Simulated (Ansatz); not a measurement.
**Clamped-ion strain scan in SrCl2**

The calculation used Ansatz, DFT PBE, scalar-relativistic, plane waves, PAW. Cutoff 420 eV, Γ-centred 6×6×6 k-points, Gaussian smearing of 0.05 eV. No spin polarisation. Energies are free energies at this smearing, counted from the undisturbed cell; pressure is positive in compression.

Zero of the scan (as given, not relaxed at this level; it stands at 1.1 GPa, and it needn't be the usual structure):

```
Sr Cl
1.0
     0.00000    3.48550    3.48550
     3.48550    0.00000    3.48550
     3.48550    3.48550    0.00000
Sr Cl
1 2
Direct
  0.00000 0.00000 0.00000
  0.25000 0.25000 0.25000
  0.75000 0.75000 0.75000
```

The cell is strained by ε times the Voigt pattern (1, -1, 0, 0, 0, 0) (xx, yy, zz, yz, xz, xy; engineering shear) with fractional coordinates fixed.

| ε | ΔE (meV/atom) | stress summed along the pattern (GPa, tension positive) | pressure (GPa) | gap on the mesh (eV) |
| --- | --- | --- | --- | --- |
| -0.0400 | 15.1 | -4.24 | 1.2 | 4.93 |
| -0.0200 | 3.7 | -2.09 | 1.1 | 5.18 |
| 0.0000 | 0.0 | 0.00 | 1.1 | 5.35 |
| 0.0050 | 0.2 | 0.52 | ? | ? |
| 0.0100 | 0.9 | 1.04 | 1.1 | 5.28 |
| 0.0150 | 2.1 | 1.56 | 1.1 | 5.23 |
| 0.0250 | ? | 2.62 | ? | 5.13 |
| 0.0300 | 8.5 | 3.15 | 1.1 | 5.07 |
| 0.0350 | 11.5 | 3.69 | 1.2 | 5.00 |

By symmetry 0.0400 repeats -0.0400, -0.0300 repeats 0.0300, 0.0200 repeats -0.0200, -0.0100 repeats 0.0100 in energy; the slope of the energy along the path changes sign there.

(1) Give the withheld values.

Results:

(1) pressure (GPa) at ε = 0.0050: 1.1; gap on the mesh (eV) at ε = 0.0050: 5.32; ΔE (meV/atom) at ε = 0.0250: 5.9; pressure (GPa) at ε = 0.0250: 1.1.